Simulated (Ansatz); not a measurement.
# B on Ir(110): change of the work function

Wanted: Δφ(θ) for B/Ir(110), starting from the longbridge site.

Method: plane-wave DFT, PBE, Ansatz PAW, in the first sound run; inputs show where later runs differ, in Ansatz 0.2.0.

**1. Starting point**

The cell holds 5 atoms: 5 Ir. Cell: a = 3.840 Å, b = 2.715 Å, c = 23.431 Å, α = 90.0°, β = 90.0°, γ = 90.0°. Vacuum lies along c.

**2. The clean slab**

The bare slab comes first, as the zero from which every change is counted. The two lowest layers are held at bulk places and the upper ones relax. The dipole correction removes the false field that a one-sided slab makes across the periodic vacuum, so each face gets a flat vacuum level of its own.

input.yaml

```yaml
crystal:
  lattice:
    - [3.84, 0.0, 0.0]
    - [0.0, 2.7152900398, 0.0]
    - [0.0, 0.0, 23.4305800795]
  atoms:
    - { symbol: Ir, position: [0.0, 0.0, 0.3841134095] }
    - { symbol: Ir, position: [0.5, 0.5, 0.4420567047] }
    - { symbol: Ir, position: [0.0, 0.0, 0.5] }
    - { symbol: Ir, position: [0.5, 0.5, 0.5579432953] }
    - { symbol: Ir, position: [0.0, 0.0, 0.6158865905] }
kpoints:
  mp_grid: { grid: [8, 11, 1] }
hamiltonian:
  xc: pbe
scf:
  occupations: { method: fermi_dirac, width: 0.1 }
  convergence: { dr2_threshold: 1.0e-08 }
efield:
  axis: 3
  dipole_correction: true
  ramp_position: 0.97
  ramp_width: 0.06
relax:
  f_tol: 0.02
  max_steps: 60
  constraints: [{ sites: [0, 1] }]
output:
  write_potential: true
  write_density: true
  volumetric_format: npy
```

Run with:

```sh
> ansatz run input.yaml --threads 4 --pin off --max-ram 12288MiB --backend cpu --events-out ev --progress --plain --runs-dir out
```

Numbers of over 12 decimals in the logs are rounded to 6 here.

What it wrote:

```text
Engine: ansatz 0.2.0, aarch64-unknown-linux-gnu
Pseudopotentials: kind: paw
Pseudopotential: Ir, paw, valence charge 17, recommended cutoff 420 eV (normal), Ir.paw.azcp
Functional definition: PBE
  parameter kappa = 0.804
  parameter beta = 0.066725
  exchange = pbe_x(kappa = kappa, mu = beta*pi^2/3)
  correlation = pbe_c(beta = beta)
Crystal: 5 atoms, lattice volume = 244.304 Å³
Basis set: ecut = 420 eV, 4787 PW (Γ), exchange–correlation on 54×40×320 points (8 copies of the dense FFT grid, shifted against one another)
Bands: 51, of which v1, the nominal top of the filled ones, is band 43 counted from 1 (42 counted from 0)
Symmetry: 4 space group operations
k-points: 30 of 88
Non-local potential: Ir, projectors of the file, l = 0: 3, l = 1: 2, l = 2: 2, l = 3: 1
PAW form: soft (Blöchl's): semilocal exchange-correlation on the pseudo side does not see the compensation charge
PAW one-centre angular grid: Ir, 590 points (default); XC on 64 Gauss nodes
Initial density: superposition of atomic densities (neutral atoms: chi_scale 0, normalization atom), corrected by the library's trained network
Initial wavefunctions: pseudopotential atomic-orbital guess
Functional: x = pbe(κ = 0.804, μ = 0.219515), c = pbe(β = 0.066725)
SCF iter   1: F=—  HF=-59672.668630 eV  |F-HF|=—  |Δ(HF+E_count)|=         —  Δρ=6.23e-3  dr2=1.32e-1  ethr=1.77e-3  p=0.000 e·Å  D=8.88e-14 V/Å  ΔV_dip=-0.00 eV  dr2_dipole=2.46e-10  V_vac-E_F(+/−)=4.81/4.81 eV  ⟨swp⟩=8.4  Hψ=6739  notcnv=0
efield: sawtooth ramp at fractional position 0.9700 (set: `efield.ramp_position`, or a place that a band, a saddle search or an elastic batch's reference lends), width 0.0600; the density the first Hamiltonian is built on has a dipole p = 0.000 e·Å; the dipole correction subtracts the counter field D = 8.88e-14 V/Å, which shifts the + side's vacuum level by -0.00 eV against the − side's; the planar-averaged density in the ramp window peaks in size at 7.9e-6 e/Å³
preconditioner: auto → LDOS  [metal: Δε(μ)=0.008 eV  Ē_g=5.656 eV  σ=0.100 eV  W_gap=0.02  n_scr=38 (ndim 8)  ℏωp=15.9 eV  f_vac=0.627  D(μ)=7.61/eV (n_scr^D=48)  β→1.0]
SCF iter   2: F=—  HF=-59672.669042 eV  |F-HF|=—  |Δ(HF+E_count)|=   4.12e-4  Δρ=2.79e-3  dr2=1.51e-2  ethr=1.55e-4  p=-0.000 e·Å  D=-5.94e-6 V/Å  ΔV_dip=0.00 eV  dr2_dipole=2.10e-9  V_vac-E_F(+/−)=4.94/4.94 eV  ⟨swp⟩=2.4  Hψ=2754  notcnv=0  defer=2
SCF iter   3: F=—  HF=-59672.667111 eV  |F-HF|=—  |Δ(HF+E_count)|=   1.93e-3  Δρ=1.04e-3  dr2=4.11e-3  ethr=1.78e-5  p=-0.000 e·Å  D=-3.21e-7 V/Å  ΔV_dip=0.00 eV  dr2_dipole=3.95e-11  V_vac-E_F(+/−)=4.95/4.95 eV  ⟨swp⟩=2.3  Hψ=2628  notcnv=0  defer=2
SCF iter   4: F=—  HF=-59672.666465 eV  |F-HF|=—  |Δ(HF+E_count)|=   6.46e-4  Δρ=4.32e-4  dr2=5.59e-4  ethr=4.84e-6  p=-0.000 e·Å  D=-1.55e-6 V/Å  ΔV_dip=0.00 eV  dr2_dipole=4.22e-12  V_vac-E_F(+/−)=4.98/4.98 eV  ⟨swp⟩=2.0  Hψ=2118  notcnv=0  defer=2
SCF iter   5: F=—  HF=-59672.666389 eV  |F-HF|=—  |Δ(HF+E_count)|=   7.56e-5  Δρ=1.04e-4  dr2=8.42e-5  ethr=6.58e-7  p=-0.000 e·Å  D=-7.10e-7 V/Å  ΔV_dip=0.00 eV  dr2_dipole=2.00e-10  V_vac-E_F(+/−)=4.99/4.99 eV  ⟨swp⟩=2.4  Hψ=2445  notcnv=0  defer=2
SCF iter   6: F=—  HF=-59672.666388 eV  |F-HF|=—  |Δ(HF+E_count)|=   8.11e-7  Δρ=3.26e-5  dr2=6.23e-6  ethr=9.91e-8  p=-0.000 e·Å  D=-5.86e-7 V/Å  ΔV_dip=0.00 eV  dr2_dipole=1.58e-17  V_vac-E_F(+/−)=5.00/5.00 eV  ⟨swp⟩=2.1  Hψ=2280  notcnv=0  defer=2
SCF iter   7: F=—  HF=-59672.666230 eV  |F-HF|=—  |Δ(HF+E_count)|=   1.58e-4  Δρ=1.33e-5  dr2=1.06e-6  ethr=7.32e-9  p=-0.000 e·Å  D=-7.37e-9 V/Å  ΔV_dip=0.00 eV  dr2_dipole=1.29e-11  V_vac-E_F(+/−)=5.01/5.01 eV  ⟨swp⟩=2.0  Hψ=2290  notcnv=0  defer=2
SCF iter   8: F=—  HF=-59672.666230 eV  |F-HF|=—  |Δ(HF+E_count)|=   2.01e-7  Δρ=3.83e-6  dr2=4.52e-8  ethr=1.25e-9  p=-0.000 e·Å  D=-5.07e-8 V/Å  ΔV_dip=0.00 eV  dr2_dipole=7.57e-13  V_vac-E_F(+/−)=5.01/5.01 eV  ⟨swp⟩=2.1  Hψ=2327  notcnv=0  defer=2
SCF iter   9: F=-59672.666230 eV  HF=-59672.666230 eV  |F-HF|=2.64e-8  |Δ(HF+E_count)|=   6.65e-8  Δρ=1.29e-6  dr2=8.18e-9  ethr=1.18e-11  p=0.000 e·Å  D=8.57e-9 V/Å  ΔV_dip=-0.00 eV  dr2_dipole=8.78e-14  V_vac-E_F(+/−)=5.01/5.01 eV  ⟨swp⟩=10.9  Hψ=11961  notcnv=0
SCF 1 converged in 9 iterations: F = -59672.666230 eV  dr2 = 8.18e-9
  greatest PAW one-centre occupation: 1.000 electrons in one spin orbital (limit 2), on the Ir atom at site 2 (counted from 0), in its partial waves of l = 0
relax step   1: F+E_penalty+E_count = -59672.66623036 eV  Δ(F+E_penalty+E_count) = +0.000e0 eV  max|allowed force component| = 1.443e0 eV/Å  Δτ_max = 0.0000 Å  (9 SCF iters, accepted)
Initial density: handed on by an earlier stage of this run
Initial wavefunctions: those handed on with the density
SCF iter   1: F=—  HF=-59672.824640 eV  |F-HF|=—  |Δ(HF+E_count)|=         —  Δρ=1.55e-2  dr2=3.60e0  ethr=3.10e-3  p=-0.000 e·Å  D=-4.22e-7 V/Å  ΔV_dip=0.00 eV  dr2_dipole=1.03e0  V_vac-E_F(+/−)=4.94/4.94 eV  ⟨swp⟩=4.7  Hψ=3961  notcnv=0  defer=1
efield: sawtooth ramp at fractional position 0.9700 (set: `efield.ramp_position`, or a place that a band, a saddle search or an elastic batch's reference lends), width 0.0600; the density the first Hamiltonian is built on has a dipole p = -0.000 e·Å; the dipole correction subtracts the counter field D = -4.22e-7 V/Å, which shifts the + side's vacuum level by +0.00 eV against the − side's; the planar-averaged density in the ramp window peaks in size at 1.1e-6 e/Å³
preconditioner: auto → LDOS  [metal: Δε(μ)=0.031 eV  Ē_g=5.855 eV  σ=0.100 eV  W_gap=0.08  n_scr=38 (ndim 8)  ℏωp=15.9 eV  f_vac=0.635  D(μ)=7.49/eV (n_scr^D=48)  β→1.0]
SCF iter   2: F=—  HF=-59672.747886 eV  |F-HF|=—  |Δ(HF+E_count)|=   7.68e-2  Δρ=5.00e-3  dr2=1.17e-1  ethr=3.10e-3  p=0.018 e·Å  D=1.30e-2 V/Å  ΔV_dip=-0.30 eV  dr2_dipole=3.08e-2  V_vac-E_F(+/−)=4.64/4.94 eV  ⟨swp⟩=2.1  Hψ=1875  notcnv=0  defer=2
SCF iter   3: F=—  HF=-59672.740869 eV  |F-HF|=—  |Δ(HF+E_count)|=   7.02e-3  Δρ=1.76e-3  dr2=1.60e-2  ethr=1.37e-4  p=0.010 e·Å  D=7.35e-3 V/Å  ΔV_dip=-0.17 eV  dr2_dipole=4.73e-4  V_vac-E_F(+/−)=4.75/4.92 eV  ⟨swp⟩=2.9  Hψ=3071  notcnv=0  defer=2
SCF iter   4: F=—  HF=-59672.738862 eV  |F-HF|=—  |Δ(HF+E_count)|=   2.01e-3  Δρ=7.72e-4  dr2=4.25e-3  ethr=1.89e-5  p=0.010 e·Å  D=7.46e-3 V/Å  ΔV_dip=-0.17 eV  dr2_dipole=1.16e-4  V_vac-E_F(+/−)=4.74/4.91 eV  ⟨swp⟩=2.2  Hψ=2306  notcnv=0  defer=2
SCF iter   5: F=—  HF=-59672.738866 eV  |F-HF|=—  |Δ(HF+E_count)|=   4.56e-6  Δρ=2.68e-4  dr2=2.98e-4  ethr=5.00e-6  p=0.009 e·Å  D=6.38e-3 V/Å  ΔV_dip=-0.15 eV  dr2_dipole=3.13e-7  V_vac-E_F(+/−)=4.75/4.90 eV  ⟨swp⟩=2.0  Hψ=2283  notcnv=0  defer=2
[...]
SCF iter   6: F=—  HF=-59672.805548 eV  |F-HF|=—  |Δ(HF+E_count)|=   1.55e-5  Δρ=2.71e-5  dr2=4.34e-6  ethr=6.75e-8  p=0.000 e·Å  D=3.40e-4 V/Å  ΔV_dip=-0.01 eV  dr2_dipole=4.53e-7  V_vac-E_F(+/−)=4.88/4.89 eV  ⟨swp⟩=2.0  Hψ=2224  notcnv=0  defer=2
SCF iter   7: F=—  HF=-59672.805377 eV  |F-HF|=—  |Δ(HF+E_count)|=   1.71e-4  Δρ=9.65e-6  dr2=5.09e-7  ethr=4.01e-9  p=0.000 e·Å  D=3.29e-4 V/Å  ΔV_dip=-0.01 eV  dr2_dipole=5.98e-8  V_vac-E_F(+/−)=4.88/4.89 eV  ⟨swp⟩=2.5  Hψ=2704  notcnv=0  defer=2
SCF iter   8: F=—  HF=-59672.805378 eV  |F-HF|=—  |Δ(HF+E_count)|=   8.95e-7  Δρ=3.41e-6  dr2=4.96e-8  ethr=4.70e-10  p=0.000 e·Å  D=3.25e-4 V/Å  ΔV_dip=-0.01 eV  dr2_dipole=3.23e-11  V_vac-E_F(+/−)=4.88/4.89 eV  ⟨swp⟩=2.1  Hψ=2281  notcnv=0  defer=2
SCF iter   9: F=-59672.805378 eV  HF=-59672.805378 eV  |F-HF|=7.50e-9  |Δ(HF+E_count)|=   1.21e-7  Δρ=9.60e-7  dr2=3.55e-9  ethr=9.23e-12  p=0.000 e·Å  D=3.26e-4 V/Å  ΔV_dip=-0.01 eV  dr2_dipole=6.11e-11  V_vac-E_F(+/−)=4.88/4.89 eV  ⟨swp⟩=10.8  Hψ=11801  notcnv=0
SCF 3 converged in 9 iterations: F = -59672.805378 eV  dr2 = 3.55e-9
relax step   3: F+E_penalty+E_count = -59672.80537804 eV  Δ(F+E_penalty+E_count) = -6.669e-2 eV  max|allowed force component| = 3.506e-1 eV/Å  Δτ_max = 0.0668 Å  (9 SCF iters, accepted)
[...]
relax step   4: F+E_penalty+E_count = -59672.80949095 eV  Δ(F+E_penalty+E_count) = -4.113e-3 eV  max|allowed force component| = 6.638e-2 eV/Å  Δτ_max = 0.0167 Å  (8 SCF iters, accepted)
[...]
relax step   5: F+E_penalty+E_count = -59672.80975057 eV  Δ(F+E_penalty+E_count) = -2.596e-4 eV  max|allowed force component| = 2.910e-2 eV/Å  Δτ_max = 0.0135 Å  (7 SCF iters, accepted)
SCF iter   1: F=—  HF=-59672.810118 eV  |F-HF|=—  |Δ(HF+E_count)|=         —  Δρ=3.82e-4  dr2=1.50e-3  ethr=5.51e-6  p=-0.004 e·Å  D=-3.13e-3 V/Å  ΔV_dip=0.07 eV  dr2_dipole=4.66e-4  V_vac-E_F(+/−)=4.93/4.86 eV  ⟨swp⟩=2.4  Hψ=2964  notcnv=0  defer=2
efield: sawtooth ramp at fractional position 0.9700 (set: `efield.ramp_position`, or a place that a band, a saddle search or an elastic batch's reference lends), width 0.0600; the density the first Hamiltonian is built on has a dipole p = -0.004 e·Å; the dipole correction subtracts the counter field D = -3.13e-3 V/Å, which shifts the + side's vacuum level by +0.07 eV against the − side's; the planar-averaged density in the ramp window peaks in size at 2.6e-6 e/Å³
preconditioner: auto → LDOS  [metal: Δε(μ)=0.005 eV  Ē_g=5.755 eV  σ=0.100 eV  W_gap=0.01  n_scr=38 (ndim 8)  ℏωp=15.9 eV  f_vac=0.632  D(μ)=7.83/eV (n_scr^D=52)  β→1.0]
SCF iter   2: F=—  HF=-59672.810048 eV  |F-HF|=—  |Δ(HF+E_count)|=   7.07e-5  Δρ=1.34e-4  dr2=6.78e-5  ethr=1.76e-6  p=-0.004 e·Å  D=-2.96e-3 V/Å  ΔV_dip=0.07 eV  dr2_dipole=3.30e-6  V_vac-E_F(+/−)=4.93/4.86 eV  ⟨swp⟩=2.0  Hψ=2196  notcnv=0  defer=2
SCF iter   3: F=—  HF=-59672.810057 eV  |F-HF|=—  |Δ(HF+E_count)|=   9.30e-6  Δρ=9.05e-5  dr2=5.15e-5  ethr=7.98e-8  p=-0.004 e·Å  D=-3.04e-3 V/Å  ΔV_dip=0.07 eV  dr2_dipole=3.99e-7  V_vac-E_F(+/−)=4.93/4.86 eV  ⟨swp⟩=3.0  Hψ=3308  notcnv=0  defer=2
SCF iter   4: F=—  HF=-59672.810045 eV  |F-HF|=—  |Δ(HF+E_count)|=   1.16e-5  Δρ=2.13e-5  dr2=2.11e-6  ethr=6.06e-8  p=-0.004 e·Å  D=-3.01e-3 V/Å  ΔV_dip=0.07 eV  dr2_dipole=7.65e-8  V_vac-E_F(+/−)=4.93/4.86 eV  ⟨swp⟩=2.2  Hψ=2291  notcnv=0  defer=2
SCF iter   5: F=—  HF=-59672.809891 eV  |F-HF|=—  |Δ(HF+E_count)|=   1.54e-4  Δρ=8.19e-6  dr2=3.85e-7  ethr=2.48e-9  p=-0.004 e·Å  D=-3.03e-3 V/Å  ΔV_dip=0.07 eV  dr2_dipole=2.87e-9  V_vac-E_F(+/−)=4.93/4.86 eV  ⟨swp⟩=2.6  Hψ=2520  notcnv=0  defer=2
SCF iter   6: F=—  HF=-59672.809892 eV  |F-HF|=—  |Δ(HF+E_count)|=   4.24e-7  Δρ=2.51e-6  dr2=3.35e-8  ethr=4.53e-10  p=-0.004 e·Å  D=-3.04e-3 V/Å  ΔV_dip=0.07 eV  dr2_dipole=3.36e-10  V_vac-E_F(+/−)=4.93/4.86 eV  ⟨swp⟩=2.4  Hψ=2178  notcnv=0  defer=2
SCF iter   7: F=-59672.809892 eV  HF=-59672.809892 eV  |F-HF|=2.71e-8  |Δ(HF+E_count)|=   4.53e-8  Δρ=7.55e-7  dr2=1.90e-9  ethr=1.18e-11  p=-0.004 e·Å  D=-3.04e-3 V/Å  ΔV_dip=0.07 eV  dr2_dipole=4.25e-10  V_vac-E_F(+/−)=4.93/4.86 eV  ⟨swp⟩=10.5  Hψ=11278  notcnv=0
SCF 6 converged in 7 iterations: F = -59672.809892 eV  dr2 = 1.90e-9
relax step   6: F+E_penalty+E_count = -59672.80989162 eV  Δ(F+E_penalty+E_count) = -1.410e-4 eV  max|allowed force component| = 1.077e-3 eV/Å  Δτ_max = 0.0061 Å  (7 SCF iters, accepted)
NSCF: frozen V_eff on 30 k-points
the band table was solved once a step of the walk had ended and its energy, with any forces and stress, was formed, with the checks that follow a solve (7544 applications of the Hamiltonian). They found nothing against the state; the energy, forces and stress were not computed again (output.eigenvalues in the input reference)
WARN: The output density's exchange-correlation potential varies sharply where the density is thin. Do not read a vacuum level from v_tot or v_xc, or from such a field of the output density. On a cell that repeats whose density bears no net charge and no dipole along the vacuum's axis use v_es (v_loc + v_h of the components); under efield.dipole_correction with no amplitude use v_es + v_field, which holds any externa [...]
SCF converged after 7 iterations
Free energy (F): -59672.809892 eV
Harris-Foulkes:  -59672.809892 eV  (|F-HF|=2.71e-8)
Internal energy: -59672.559093 eV  (E = F + TS)
E sigma→0 (E₀):  -59672.684492 eV
Entropy (-TS):   -0.250799 eV (-50.160 meV/atom)
Fermi energy:    3.959249 eV
Dipole field:    D = -0.003065 V/Å  (p = -0.004138 e·Å, saw-weighted, corrected)
Work function:   Φ+ = 4.9282 eV   Φ− = 4.8564 eV
Levels:          The Fermi level and band energies are counted from a zero that moves with the ramp; work functions are not
--- Per-component energies (eV) ---
  E_band       = -2228.675761
  E_kinetic    = 3107.498996
  E_local      = -130528.762672  (includes V_loc(G=0)·N_el)
  E_nonlocal   = 366.505838
  E_hartree    = 63739.315076
  E_xc         = -1333.864604
  E_vxc        = -1492.176234  (∫ρ·V_xc dr)
  E_paw        = -46117.642610  (= ΣΔE_a)
  E_vpaw       = -1160.370398  (= ΣTr[D̂ρ^β])
  E_aug_tail   = 0.000301  (compensation charges beyond the density's cutoff)
  E_efield     = 0.000006  (sawtooth field / dipole correction)
  E_vefield    = -0.004719  (∫n·V_field dr)
  E_ewald      = 51094.390577
  E_smearing   = -0.250799  (= −TS)
  E_closure    = 0.000000  (closes the sum)
  Σ components = -59672.809892   (vs F -59672.809892, Δ=0.00e0)
--- Forces (eV/Å), atoms counted from 1 ---
  atom   1  Ir     0.00000000     0.00000000     1.20513878
  atom   2  Ir     0.00000000     0.00000000    -1.20412822
  atom   3  Ir     0.00000000     0.00000000    -0.00034092
  atom   4  Ir     0.00000000     0.00000000     0.00039335
  atom   5  Ir     0.00000000     0.00000000    -0.00107743
  max |Σ_I F_I| component: 1.44e-5 eV/Å
--- Band table (eV; the first three rows and the last of 30) ---
  k-point 0: bands = [... 39 lower, 2.9319, 2.9586, 3.2368, 3.4753, 4.0196, 4.0280, 4.5619, 4.8332, ... 4 higher]
  k-point 1: bands = [... 39 lower, 2.7962, 3.2689, 3.4125, 3.5083, 3.8089, 4.1447, 4.3779, 4.7839, ... 4 higher]
  k-point 2: bands = [... 39 lower, 3.2498, 3.3222, 3.4011, 3.5763, 3.7404, 4.1533, 4.5178, 4.5785, ... 4 higher]
  k-point 29: bands = [... 39 lower, 3.5833, 4.4933, 4.5610, 4.6388, 4.8471, 4.9526, 5.3506, 5.6180, ... 4 higher]
--- Relaxed structure (6 steps of the walk, 6 accepted, 0 SCFs on fresh bases) ---
  F+E_penalty+E_count = -59672.80989162 eV   max|allowed force component| = 1.077e-3 eV/Å
  atoms:
    - { symbol: Ir, position: [0.0, 0.0, 0.384113] }
    - { symbol: Ir, position: [0.5, 0.5, 0.4420567047] }
    - { symbol: Ir, position: [0.0, 0.0, 0.497558] }
    - { symbol: Ir, position: [0.5, 0.5, 0.561759] }
    - { symbol: Ir, position: [0.0, 0.0, 0.610636] }
```

The job ended after 50 s (4 threads of Arm Neoverse V1, shared host; peak memory 0.69 GiB; 3.3 min of CPU time).

Step by step:

| step | energy less that of the first step (eV) | largest force component (eV/Å) |
| --- | --- | --- |
| 1 | 0.0000 | 1.4429 |
| 2 | -0.0725 | 1.3983 |
| 3 | -0.1391 | 0.3506 |
| 4 | -0.1433 | 0.0664 |
| 5 | -0.1435 | 0.0291 |
| 6 | -0.1437 | 0.0011 |

The run keeps the 4 symmetry operations that it works with, so distortions that break them were not tested.

The atoms that moved most (Å):

| atom | dx | dy | dz | length |
| --- | --- | --- | --- | --- |
| Ir5 | 0.000 | 0.000 | -0.123 | 0.123 |
| Ir4 | 0.000 | 0.000 | 0.089 | 0.089 |
| Ir3 | 0.000 | 0.000 | -0.057 | 0.057 |

Numbers from this step:

```
energy at zero smearing        : -59672.6845 eV
work function, upper face      : 4.928 eV
work function, lower face      : 4.856 eV
dipole along the normal        : -0.004138 e·Å
step between the vacuum levels : 0.07181 eV
```

Running mean over 1.358 Å of the planar mean; the ramp of the sawtooth is left out. The electron's electrostatic potential energy less the Fermi level by z:

z (Å), electron's electrostatic potential energy less the Fermi level (eV) and a bar from the least value:
```
      3.0        4.9 ##############################
      3.5        4.9 ##############################
      4.0        4.9 ##############################
      4.5        4.9 ##############################
      5.0        4.9 ##############################
      5.5        4.8 ##############################
      6.0        4.8 ##############################
      6.5        4.8 ##############################
      7.0        4.5 #############################
      7.5        3.4 ############################
      8.0       -0.4 ######################
      8.5       -6.5 #############
      9.0      -11.1 ######
      9.5      -12.7 ####
     10.0      -13.3 ###
     10.5      -13.9 ##
     11.0      -14.1 ##
     11.5      -13.6 ###
     12.0      -12.2 #####
     12.5      -11.9 #####
     13.0      -13.4 ###
     13.5      -15.4 
     14.0      -14.9 #
     14.5      -10.9 #######
     15.0       -4.4 ################
     15.5        1.5 #########################
     16.0        4.1 #############################
     16.5        4.7 ##############################
     17.0        4.9 ##############################
     17.5        4.9 ##############################
     18.0        4.9 ##############################
     18.5        4.9 ##############################
     19.0        4.9 ##############################
     19.5        4.9 ##############################
     20.0        4.9 ##############################
     20.5        4.9 ##############################
```

The relaxation took 6 steps and lowered the energy by 0.14 eV; the largest force on the free atoms ends at 0.0011 eV/Å.

The work function of the upper face is 4.93 eV.

(Continued in part 2 of 4.)

[Logs are printed without paths, hosts, clocks, repeated set-up lines and the standing remarks that a program may print on its own settings, such as how far it seeks lower states.]

[Hosts, paths, dates, database ids (printed as entryN), source tags and the programs' standing remarks are cut or masked in the printed files.]

[Maps of the electrostatic potential energy from Ansatz leave out the sawtooth potential of an applied field or a dipole correction, so their vacuum need not be flat; planar profiles and work functions include it.]
